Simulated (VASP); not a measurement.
# KI (Fm-3m) in VASP: settings compared, part 2 of 2

VASP 6.6.1. Earlier steps stand in the parts before.

## 3. EvGW quasiparticle levels, PBE

Input file POSCAR:

```
KI
1.0
    0.0000000000      3.5327750000      3.5327750000
    3.5327750000      0.0000000000      3.5327750000
    3.5327750000      3.5327750000      0.0000000000
I K
1 1
Direct
    0.5000000000      0.5000000000      0.5000000000
    0.0000000000      0.0000000000      0.0000000000
```

Input file INCAR.step1:

```
PREC = Accurate
ENCUT = 500
EDIFF = 1E-8
ISMEAR = 0
SIGMA = 0.01
LREAL = False
LASPH = True
NELM = 80
ALGO = Fast
LWAVE = True
LCHARG = False
GGA = PE
```

Input file INCAR.step2:

```
PREC = Accurate
ENCUT = 500
EDIFF = 1E-8
ISMEAR = 0
SIGMA = 0.01
LREAL = False
LASPH = True
NELM = 1
ALGO = Exact
LWAVE = True
LCHARG = False
GGA = PE
NBANDS = 553
LOPTICS = True
ISTART = 1
```

Input file INCAR.step3:

```
PREC = Accurate
ENCUT = 500
EDIFF = 1E-8
ISMEAR = 0
SIGMA = 0.01
LREAL = False
LASPH = True
ALGO = EVGW
LWAVE = False
LCHARG = False
GGA = PE
NELMGW = 4
NBANDS = 553
ENCUTGW = 150
NOMEGA = 48
PRECFOCK = Fast
ISTART = 1
NBANDSGW = 16
```

Input file KPOINTS:

```
regular mesh
0
Gamma
  3 3 3
```

Potentials or basis: VASP PAW PBE potentials, release 64 (I_GW, K_sv_GW).

On the command line:

```console
> cat potpaw_PBE.64/I_GW/POTCAR potpaw_PBE.64/K_sv_GW/POTCAR > POTCAR
> cp INCAR.step1 INCAR
> mpirun -np 1 vasp_std > vasp.out
> cp INCAR.step2 INCAR
> mpirun -np 1 vasp_std > vasp.out
> cp INCAR.step3 INCAR
> mpirun -np 1 vasp_std > vasp.out
```

OUTCAR:

```text
PREC = Accurate
   ENCUT = 500
   EDIFF = 1E-8
   ISMEAR = 0
   LREAL = False
   LASPH = True
   GGA = PE
   NELMGW = 4
   ENCUTGW = 150
   PRECFOCK = Fast
   ISTART = 1

 ion  position               nearest neighbor table
   1  0.500  0.500  0.500-   2 3.53   2 3.53   2 3.53   2 3.53   2 3.53   2 3.53
   2  0.000  0.000  0.000-   1 3.53   1 3.53   1 3.53   1 3.53   1 3.53   1 3.53

  LATTYP: Found a face centered cubic cell.
 ALAT       =     7.0655500000

  Lattice vectors:

 A1 = (   0.0000000000,   3.5327750000,   3.5327750000)
 A2 = (   3.5327750000,   0.0000000000,   3.5327750000)
 A3 = (   3.5327750000,   3.5327750000,   0.0000000000)

Analysis of symmetry for initial positions (statically):
=====================================================================
 Subroutine PRICEL returns:
 Original cell was already a primitive cell.

 Routine SETGRP: Setting up the symmetry group for a
 face centered cubic supercell.

 Subroutine GETGRP returns: Found 48 space group operations
 (whereof 48 operations were pure point group operations)
 out of a pool of 48 trial point group operations.

The static configuration has the point symmetry O_h .

Analysis of symmetry for dynamics (positions and initial velocities):
=====================================================================
 Subroutine PRICEL returns:
 Original cell was already a primitive cell.

 Routine SETGRP: Setting up the symmetry group for a
 face centered cubic supercell.

 Subroutine GETGRP returns: Found 48 space group operations
 (whereof 48 operations were pure point group operations)
 out of a pool of 48 trial point group operations.

The dynamic configuration has the point symmetry O_h .

 Subroutine INISYM returns: Found 48 space group operations
 (whereof 48 operations are pure point group operations),
 and found     1 'primitive' translations

----------------------------------------------------------------------------------------

                                     Primitive cell

  volume of cell :      88.1816

  direct lattice vectors                    reciprocal lattice vectors
     0.000000000  3.532775000  3.532775000    -0.141531799  0.141531799  0.141531799
     3.532775000  0.000000000  3.532775000     0.141531799 -0.141531799  0.141531799
     3.532775000  3.532775000  0.000000000     0.141531799  0.141531799 -0.141531799

  length of vectors
     4.996098318  4.996098318  4.996098318     0.245140266  0.245140266  0.245140266

  position of ions in fractional coordinates (direct lattice)
     0.500000000  0.500000000  0.500000000
     0.000000000  0.000000000  0.000000000

  ion indices of the primitive-cell ions
   primitive index   ion index
                 1           1
                 2           2

----------------------------------------------------------------------------------------

 KPOINTS: regular mesh

Automatic generation of k-mesh.
 Grid dimensions read from file:
 generate k-points for:    3    3    3

 Generating k-lattice:

  Cartesian coordinates                     Fractional coordinates (reciprocal lattice)
    -0.047177266  0.047177266  0.047177266     0.333333333  0.000000000  0.000000000
     0.047177266 -0.047177266  0.047177266     0.000000000  0.333333333  0.000000000
     0.047177266  0.047177266 -0.047177266     0.000000000  0.000000000  0.333333333

  Length of vectors
     0.081713422  0.081713422  0.081713422

  Shift w.r.t. Gamma in fractional coordinates (k-lattice)
     0.000000000  0.000000000  0.000000000

 Subroutine IBZKPT returns following result:
 ===========================================

 Found      4 irreducible k-points:

 Following reciprocal coordinates:
            Coordinates               Weight
  0.000000  0.000000  0.000000      1.000000
  0.333333  0.000000  0.000000      8.000000
  0.333333  0.333333  0.000000      6.000000
 -0.333333  0.333333  0.000000     12.000000
   k-points           NKPTS =      4   k-points in BZ     NKDIM =     27   number of bands    NBANDS=    553
   number of dos      NEDOS =    301   number of ions     NIONS =      2
   total plane-waves  NPLWV =  46656
   dimension x,y,z NGX =    36 NGY =   36 NGZ =   36
   dimension x,y,z NGXF=    72 NGYF=   72 NGZF=   72
   ions per type =               1   1
   NGX,Y,Z   is equivalent  to a cutoff of  11.98, 11.98, 11.98 a.u.
   NGXF,Y,Z  is equivalent  to a cutoff of  23.96, 23.96, 23.96 a.u.
 SYSTEM =  unknown system
   PREC   = accura    normal or accurate (medium, high low for compatibility)
   ISTART =      1    job   : 0-new  1-cont  2-samecut
   ICHARG =      0    charge: 1-file 2-atom 10-const
   ISPIN  =      1    spin polarized calculation?
   LNONCOLLINEAR =      F non collinear calculations
   LSORBIT =      F    spin-orbit coupling
   LASPH  =      T    aspherical Exc in radial PAW
   ENCUT  =  500.0 eV  36.75 Ry    6.06 a.u.   9.11  9.11  9.11*2*pi/ulx,y,z
   NELM   =     60;   NELMIN=  2; NELMDL=  0     # of ELM steps
   EDIFF  = 0.1E-07   stopping-criterion for ELM
   LREAL  =      F    real-space projection
   EDIFFG = 0.1E-06   stopping-criterion for IOM
   NSW    =      0    number of steps for IOM
   IBRION =     -1    ionic relax: 0-MD 1-quasi-New 2-CG
   NFREE  =      0    steps in history (QN), initial steepest desc. (CG)
   ISIF   =      0    stress and relaxation
   ISYM   =      3    0-nonsym 1-usesym 2-fastsym
   POTIM  = 0.5000    time-step for ionic-motion
   TEBEG  =    0.0;   TEEND  =   0.0 temperature during run
   PSTRESS=    0.0 pullay stress
   NELECT =      16.0000    total number of electrons
   NUPDOWN=      -1.0000    fix difference up-down
   EMIN   =  10.00;   EMAX   =-10.00  energy-range for DOS
   EFERMI =   0.00;   METHOD = LEGACY
   ISMEAR =     0;   SIGMA  =   0.01  broadening in eV -4-tet -1-fermi 0-gaus
   EFERMI_NEDOS =   21; number of points for ismear=-14 and -15
   IALGO  =     38    algorithm
   IMIX   =      4    mixing-type and parameters
     AMIX     =   0.40;   BMIX     =  1.00
     AMIX_MAG =   1.60;   BMIX_MAG =  1.00
  volume/ion in A,a.u.               =      44.09       297.54
  Fermi-wavevector in a.u.,A,eV,Ry     =   0.926806  1.751409 11.686988  0.858969
  Thomas-Fermi vector in A             =   2.052808
   LORBIT       =      0    0 simple, 1 ext, 2 COOP (PROOUT), +10 PAW based schemes
   GGA     = PE    functional components
   LHFCALC =     T    Hartree Fock is set to
   PRECFOCK=fast      Normal, Fast or Accurate (Low or Medium for compatibility)
   ENCUT4O =  -1.0   cutoff for four orbital integrals eV
   NKREDX  =     1    reduce k-point grid by
   NKREDY  =     1    reduce k-point grid by
   NKREDZ  =     1    reduce k-point grid by
   AEXX    =    1.0000 exact exchange contribution
   HFSCREEN=    0.0000 screening length (either q_TF or 0.3 A-1)
   HFSCREENC=   0.0000 screening length for correlation (either q_TF or 0.3 A-1)
   ENCUTFOCK=  -1.0 apply spherical cutoff to Coloumb kernel
   IVDW    =     0    specifies the selected vdW correction
   LEPSILON=     F    determine dielectric tensor
   LRPA    =     F    only Hartree local field effects (RPA)
   LRPAFORCE           =     F    calculate RPA forces
   ENCUTGW             = 150.0    cutoff for response function in eV
   ENCUTGWSOFT         = 120.0    soft cutoff for Coulomb kernel in GW response function in eV
   ENCUTLF             =  -1.0    cutoff for local field effects
   NELMGW              =     4    number of iterations in solving QP/BSE equation
   NELMHF              =     1    number of iterations in the inner HF iteration
   NKREDLFX            =     1    NKREDLFY  =   1   NKREDLFZ  =   1
 non-spin polarized calculation
 Gauss-broadening in eV      SIGMA  =   0.01
  energy-cutoff  :      500.00
  volume of cell :       88.18
 maximum number of plane-waves:      2253
  NGX = 20; NGY = 20; NGZ = 20
   NGX = 19   NGY = 19   NGZ = 19
 maximum number of plane-waves:       375

 QP shifts <psi_nk| G(iteration)W_0 |psi_nk>: iteration 1
 for sc-GW calculations column KS-energies equals QP-energies in previous step
 and V_xc(KS)=  KS-energies - (<T + V_ion + V_H > + <T+V_H+V_ion>^1  + <V_x>^1)

 k-point   1 :       0.0000    0.0000    0.0000
  band No.  KS-energies  QP-energies   sigma(KS)   V_xc(KS)     V^pw_x(r,r')   Z            occupation Imag(sigma)

      1     -27.9837     -29.7351     -21.3865     -18.5273     -30.7431       0.6125       2.0000       0.7757
      2     -11.4711     -14.4011     -21.5563     -17.7834     -24.6340       0.7766       2.0000       0.1794
      3     -11.4711     -14.4011     -21.5563     -17.7834     -24.6340       0.7766       2.0000       0.1794
      4     -11.4711     -14.4011     -21.5563     -17.7834     -24.6340       0.7766       2.0000       0.1794
      5      -9.9767     -11.6593     -14.2036     -12.1067     -18.9707       0.8025       2.0000       1.4130
      6       0.5231      -1.2431     -13.3192     -11.0891     -14.2868       0.7920       2.0000       0.1019
[... 8 lines left out ...]
     15      10.3081      10.4404      -4.3966      -4.5626      -0.8921       0.7973       0.0000      -0.2439
     16      13.2095      13.8248      -6.6002      -7.3915      -2.4274       0.7777       0.0000      -0.3357
[... 290 lines left out ...]
      1     -32.2406     -32.4148     -23.0301      -9.4484     -30.7476       0.7320       2.0000       0.4267
      2     -15.5463     -15.6213     -21.4891       5.8528     -24.3153       0.8322       2.0000       0.1374
      3     -15.5610     -15.6366     -21.8432       6.1919     -24.5593       0.8379       2.0000       0.0932
      4     -15.5300     -15.6045     -21.8996       6.2809     -24.6113       0.8396       2.0000       0.0873
      5     -12.2450     -12.3197     -15.2234       2.8804     -19.3339       0.7625       2.0000       0.5405
      6      -2.9094      -2.9407     -12.6154       9.6690     -13.5419       0.8454       2.0000       0.0640
[... 8 lines left out ...]
     15      13.0224      13.0586      -8.4445      21.5098      -4.7708       0.8421       0.0000      -0.1123
     16      13.3662      13.4048      -8.2483      21.6602      -4.6500       0.8455       0.0000      -0.1132
```

It took 27 min on 1 thread of Intel Xeon Platinum 8259CL at 2.50GHz (Skylake/Cascade Lake), shared host; peak memory 0.91 GiB.

What came out:

```
Band gap on the k mesh, mean-field level : 3.95 eV, direct
Quasiparticle gap                        : 7.20 eV
Least direct quasiparticle gap           : 7.20 eV
```

Levels at points of the mesh, in eV from the valence-band top:
| k point | band 4 | band 5 | band 6 | band 7 | band 8 | band 9 | band 10 | band 11 | band 12 |
| --- | --- | --- | --- | --- | --- | --- | --- | --- | --- |
| (0.00, 0.00, 0.00) | -11.99 | -10.50 | 0.00 | 0.00 | 0.00 | 3.95 | 6.50 | 6.50 | 6.50 |

Quasiparticle gap after each update of the energies (eV): 6.20, 6.96, 7.15, 7.20

Caveat: the k mesh is coarse (spacing up to 0.51 Å⁻¹), so the values aren't converged; bands, screening cutoff and mesh are small and nothing is extrapolated, so the quasiparticle values aren't converged; spin-orbit coupling is left out, which moves the levels of the heavy elements.

## 4. Relaxation of the atoms, PBE, 42.33 Å³/atom (strain = -0.04)

Input file INCAR:

```
SYSTEM = KI
PREC = Accurate ; ENCUT = 520
EDIFF = 1E-7 ; ISMEAR = -1
SIGMA = 0.05 ; LREAL = .FALSE.
LASPH = .TRUE. ; NELM = 60
ALGO = Normal ; ISIF = 2
LWAVE = .FALSE. ; LCHARG = .FALSE.
GGA = PE ; IBRION = 2
NSW = 40 ; EDIFFG = -0.02
```

Input file KPOINTS:

```
Automatic mesh
0
G
  7 7 7
  0 0 0
```

Input file POSCAR:

```
KI
1.0
    0.0000000000      3.5327750000      3.3914640000
    3.5327750000      0.0000000000      3.3914640000
    3.5327750000      3.5327750000      0.0000000000
I K
1 1
Direct
    0.5000000000      0.5000000000      0.5000000000
    0.0000000000      0.0000000000      0.0000000000
```

Potentials or basis: VASP PAW PBE potentials, release 64 (I, K_sv).

On the command line:

```console
> cat potpaw_PBE.64/I/POTCAR potpaw_PBE.64/K_sv/POTCAR > POTCAR
> mpirun -np 1 vasp_std > vasp.out
```

It took 32 s on 1 thread of Intel Xeon Platinum 8375C at 2.90GHz (Ice Lake), shared host; peak memory 0.24 GiB.

Results (log left out):

```
Free energy             : -5.5260 eV
Pressure after relaxing : 1.3 GPa
Band gap on the k mesh  : 4.04 eV, direct
```

Caveat: the relaxation stopped at its first step, so nothing moved; spin-orbit coupling is left out, which moves the levels of the heavy elements; an odd mesh through Γ misses points on the zone boundary, where band edges often lie.

## 5. Relaxation of the atoms, PBE, 43.21 Å³/atom (strain = -0.02)

INCAR is that of step 4.

KPOINTS is that of step 4.

Input file POSCAR:

```
KI
1.0
    0.0000000000      3.5327750000      3.4621195000
    3.5327750000      0.0000000000      3.4621195000
    3.5327750000      3.5327750000      0.0000000000
I K
1 1
Direct
    0.5000000000      0.5000000000      0.5000000000
    0.0000000000      0.0000000000      0.0000000000
```

On the command line:

```console
> cat potpaw_PBE.64/I/POTCAR potpaw_PBE.64/K_sv/POTCAR > POTCAR
> mpirun -np 1 vasp_std > vasp.out
```

Run time: 42 s. Hardware: 1 thread of Intel Xeon Platinum 8375C at 2.90GHz (Ice Lake), shared host; peak memory 0.25 GiB.

Results (log left out):

- Free energy: -5.5457 eV
- Pressure after relaxing: 0.9 GPa
- Band gap on the k mesh: 4.01 eV, direct

Caveat: the relaxation stopped at its first step, so nothing moved; spin-orbit coupling is left out, which moves the levels of the heavy elements; an odd mesh through Γ misses points on the zone boundary, where band edges often lie.

## 6. Band structure, LDA

Input file POSCAR:

```
KI
1.0
    0.0000000000      3.5327750000      3.5327750000
    3.5327750000      0.0000000000      3.5327750000
    3.5327750000      3.5327750000      0.0000000000
I K
1 1
Direct
    0.5000000000      0.5000000000      0.5000000000
    0.0000000000      0.0000000000      0.0000000000
```

Input file INCAR.step1:

```
PREC = Accurate ; ENCUT = 520
EDIFF = 1E-6 ; ISMEAR = 0
SIGMA = 0.02 ; LREAL = False
LASPH = True ; NELM = 100
ALGO = Fast ; ISIF = 2
LWAVE = False ; LCHARG = True
GGA = CA ; NBANDS = 15
```

Input file KPOINTS.step1:

```
Automatic mesh
0
Gamma
  8 8 8
```

Input file INCAR.step2:

```
PREC = Accurate ; ENCUT = 520
EDIFF = 1E-6 ; ISMEAR = 0
SIGMA = 0.05 ; LREAL = False
LASPH = True ; NELM = 100
ALGO = Fast ; ISIF = 2
LWAVE = False ; LCHARG = False
GGA = CA ; NBANDS = 15
ICHARG = 11
```

Input file KPOINTS.step2:

```
path GXWKGLUWLK,UX
15
line-mode
reciprocal
 0.0000000000  0.0000000000  0.0000000000  G
 0.5000000000  0.0000000000  0.5000000000  X

 0.5000000000  0.0000000000  0.5000000000  X
 0.5000000000  0.2500000000  0.7500000000  W

 0.5000000000  0.2500000000  0.7500000000  W
 0.3750000000  0.3750000000  0.7500000000  K

 0.3750000000  0.3750000000  0.7500000000  K
 0.0000000000  0.0000000000  0.0000000000  G

 0.0000000000  0.0000000000  0.0000000000  G
 0.5000000000  0.5000000000  0.5000000000  L

 0.5000000000  0.5000000000  0.5000000000  L
 0.6250000000  0.2500000000  0.6250000000  U

 0.6250000000  0.2500000000  0.6250000000  U
 0.5000000000  0.2500000000  0.7500000000  W

 0.5000000000  0.2500000000  0.7500000000  W
 0.5000000000  0.5000000000  0.5000000000  L

 0.5000000000  0.5000000000  0.5000000000  L
 0.3750000000  0.3750000000  0.7500000000  K

 0.6250000000  0.2500000000  0.6250000000  U
 0.5000000000  0.0000000000  0.5000000000  X
```

Potentials or basis: VASP PAW LDA potentials, release 64 (I, K_sv).

On the command line:

```console
> cat potpaw_LDA.64/I/POTCAR potpaw_LDA.64/K_sv/POTCAR > POTCAR
> cp INCAR.step1 INCAR
> cp KPOINTS.step1 KPOINTS
> mpirun -np 1 vasp_std > vasp.out
> cp INCAR.step2 INCAR
> cp KPOINTS.step2 KPOINTS
> mpirun -np 1 vasp_std > vasp.out
```

It took 84 s on 1 thread of Intel Xeon 6975P-C (Granite Rapids), shared host; peak memory 0.33 GiB.

Results (log left out):

```
Band gap on the k mesh  : 3.62 eV, direct
Band gap along the path : 3.62 eV, direct
```

Levels at the corners of the path, in eV from the valence-band top:
```
point  band 6  band 7  band 8  band 9  band 10  band 11
    Γ    0.00    0.00    0.00    3.62     6.28     6.28
    X   -1.04   -0.38   -0.38    4.69     5.48     7.95
    X   -1.04   -0.38   -0.38    4.69     5.48     7.95
    W   -0.76   -0.76   -0.63    6.23     6.23     6.38
    W   -0.76   -0.76   -0.63    6.23     6.23     6.38
    K   -0.89   -0.79   -0.40    5.36     6.37     7.37
    K   -0.89   -0.79   -0.40    5.36     6.37     7.37
    Γ    0.00    0.00    0.00    3.62     6.28     6.28
    Γ    0.00    0.00    0.00    3.62     6.28     6.28
    L   -1.39   -0.35   -0.35    5.25     7.44     7.96
    L   -1.39   -0.35   -0.35    5.25     7.44     7.96
    U   -0.89   -0.79   -0.40    5.36     6.37     7.37
    U   -0.89   -0.79   -0.40    5.36     6.37     7.37
    W   -0.76   -0.76   -0.63    6.23     6.23     6.38
    W   -0.76   -0.76   -0.63    6.23     6.23     6.38
    L   -1.39   -0.35   -0.35    5.25     7.44     7.96
    L   -1.39   -0.35   -0.35    5.25     7.44     7.96
    K   -0.89   -0.79   -0.40    5.36     6.37     7.37
    U   -0.89   -0.79   -0.40    5.36     6.37     7.37
    X   -1.04   -0.38   -0.38    4.69     5.48     7.95
```

Caveat: the log is that of the step along the path at fixed density, whose energy, stress, charges and moments have no meaning; spin-orbit coupling is left out, which moves the levels of the heavy elements.

## 7. The reference run

An earlier run on the cell as given: functional PBE; potentials or basis VASP PAW PBE potentials, release 64 (I, K_sv); cutoff 520 eV; k mesh 7 × 7 × 7; occupations fermi-dirac, width 0.05 eV; no spin polarisation.

* Pressure: 0.6 GPa
* Band gap on the k mesh: 3.96 eV, direct

## 8. The runs side by side

| task | level | potentials or basis | spin | k mesh | cutoff (eV) | smearing | cutoff of the response function | frequency points | empty bands | GW scheme | GW iterations | mesh quality | gap on the mesh (eV) | pressure (GPa) |
| --- | --- | --- | --- | --- | --- | --- | --- | --- | --- | --- | --- | --- | --- | --- |
| band structure | optB88-vdW | VASP PAW PBE potentials, release 64 (I, K_sv) | SOC, no magnetisation | 5 × 5 × 5 | 520 | fermi-dirac 0.1 eV | - | - | - | - | - | not flagged | - | -0.2 |
| evGW quasiparticle levels | PBE | VASP PAW PBE potentials, release 64 (I_GW, K_sv_GW) | off | 3 × 3 × 3 | 500 | gaussian 0.01 eV | 150 | 48 | 545 | evGW | 4 | coarse | - | - |
| band structure | LDA | VASP PAW LDA potentials, release 64 (I, K_sv) | off | 8 × 8 × 8 | 520 | gaussian 0.02 eV | - | - | - | - | - | not flagged | 3.62 | - |
| single point | PBE | VASP PAW PBE potentials, release 64 (I, K_sv) | off | 7 × 7 × 7 | 520 | fermi-dirac 0.05 eV | - | - | - | - | - | not flagged | 3.96 | 0.6 |

Alike in all rows: cell as given.

Caveats: some runs use coarse meshes; spin-orbit coupling is left out, which moves the levels of the heavy elements (some runs); the PAW data sets were made with another functional, which shifts forces and pressure a little (some runs); bands, screening cutoff and mesh are small and nothing is extrapolated, so the quasiparticle values aren't converged (some runs); an odd mesh through Γ misses points on the zone boundary, where band edges often lie (some runs).

Absolute energies hang on the potentials; compare differences alone.

## 9. How close it comes

Step 6. Against the measured gap of KI, 6.32 eV (a printed reference work, monograph), the calculated 3.62 eV is off by -2.70 eV. Spin-orbit coupling on I is left out. The value is that of LDA, without temperature or zero-point motion. Semilocal functionals fall short of measured gaps as a rule.
